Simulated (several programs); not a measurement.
# What each method gives for NaH (h-MgO type)

NaH, h-MgO type, relaxed with r2SCAN in Ansatz, was computed with several methods. Space group P6_3/mmc (No. 194), hexagonal; a = 3.953 Å, c = 4.828 Å in the conventional setting, 16.34 Å³ an atom. Na is surrounded by 5 H at 2.28–2.41 Å; H is surrounded by 5 Na at 2.28–2.41 Å. All values are calculated for a non-magnetic cell, which may be hypothetical.

```xyz
4
Lattice="3.9533 0.0000 0.0000 -1.9767 3.4237 0.0000 0.0000 0.0000 4.8283" Properties=species:S:1:pos:R:3 pbc="T T T"
Na    0.0000    2.2824    1.2071
Na    1.9767    1.1412    3.6212
H     1.9767    1.1412    1.2071
H     0.0000    2.2824    3.6212
```

Gaps and times are for a single point on this cell; volume and bulk modulus come from each method's own relaxation or energy curve at fixed shape, which is too stiff where a cell has free coordinates or axes. Times are rough, from shared hosts (Arm Neoverse N1; Arm Neoverse V2), and each method has its own mesh and cell size. A double dagger marks a value from a curve with shape and coordinates held. PM6 (MOPAC), PM7 (MOPAC), GFN1-xTB (tblite) treat a cluster of cells at its zone centre, which samples few k points: where these miss a band edge, the gap comes out too large for that reason alone. Gaps from k meshes are read at a limited set of points (mesh, symmetry points, PBE's band edges), so each method's own least gap may be somewhat smaller. xTB and the PM methods were fitted mostly to molecules, and can miss a solid's gap by electronvolts. Minimal bases can be far off for gaps. PBE/DZVP lies far from plane-wave PBE here, an effect of basis or sampling. Times of the plane-wave ladder aren't listed, since it ran on unlike processors and cards. Curves at held shape can't give the bulk modulus of a layered or molecular crystal, so none is listed. GLLB-SC's gap includes the derivative discontinuity. G0W0 is at finite bands, cutoff and mesh. d marks a direct gap, i an indirect one (no mark: not told apart), a dash a value that wasn't computed or didn't pass its checks.

| method | kind | gap (eV) | own volume (Å³/atom) | bulk modulus (GPa) | atoms computed | processor time |
| --- | --- | --- | --- | --- | --- | --- |
| PBEsol | semilocal | – | 16.26 | – | 4 | – |
| light PBE (260 eV and a coarse mesh) | light plane-wave | 3.31 i | – | – | 4 | 1.3 s |
| PM7 (MOPAC) | semi-empirical | 10.41 | – | – | cluster | 1.8 s |
| PM6 (MOPAC) | semi-empirical | 7.03 | – | – | cluster | 2.2 s |
| GFN1-xTB (tblite) | tight binding | 4.08 | 14.92‡ | – | cluster | 4.5 s |
| LDA | semilocal | 2.98 i | 15.26 | – | 4 | – |
| PBE | semilocal | 3.33 i | 16.67 | – | 4 | – |
| r2SCAN | semilocal | 3.67 i | 16.34 | – | 4 | – |
| PBE/SZV (CP2K) | small basis | 3.08 i | – | – | 4 | 20 s |
| PBE/DZVP (CP2K) | small basis | 2.65 i | – | – | 4 | 31 s |
| GLLB-SC (GPAW) | model potential | 7.09 | – | – | 4 | 39 s |
| LC-ωPBE | hybrid | 8.99 i | – | – | 4 | – |
| r2SCANh | hybrid | 4.26 i | – | – | 4 | – |
| DDH-PBE0 | hybrid | 5.69 i | – | – | 4 | – |
| PBE0 | hybrid | 4.96 i | – | – | 4 | – |
| HSE06 | hybrid | 4.26 i | 16.42 | – | 4 | – |
| G0W0@LDA (140 eV screening cutoff) | many-body | 5.27 | – | – | 4 | – |
| G0W0@r2SCAN (140 eV screening cutoff) | many-body | 5.78 | – | – | 4 | – |
| G0W0@HSE06 (140 eV screening cutoff) | many-body | 6.12 | – | – | 4 | – |
| G0W0@PBE (220 eV screening cutoff) | many-body | 5.50 | – | – | 4 | – |

Against HSE06 (4.26 eV) and with closed or daggered gaps left aside, the nearest gap at the points sampled is that of r2SCANh (0.00 eV) and the farthest that of PM7 (MOPAC) (+6.15 eV). HSE06 is only a yardstick of convenience: for gaps this wide it usually falls short of measured ones, so a larger value can be the better one.

Volumes against r2SCAN's: PBEsol -0.5 %, LDA -6.6 %, PBE +2.0 %, HSE06 +0.5 %.

Runs without a result: GFN2-xTB (tblite) (single point), PBE/single zeta (GPAW) (single point, out of time).
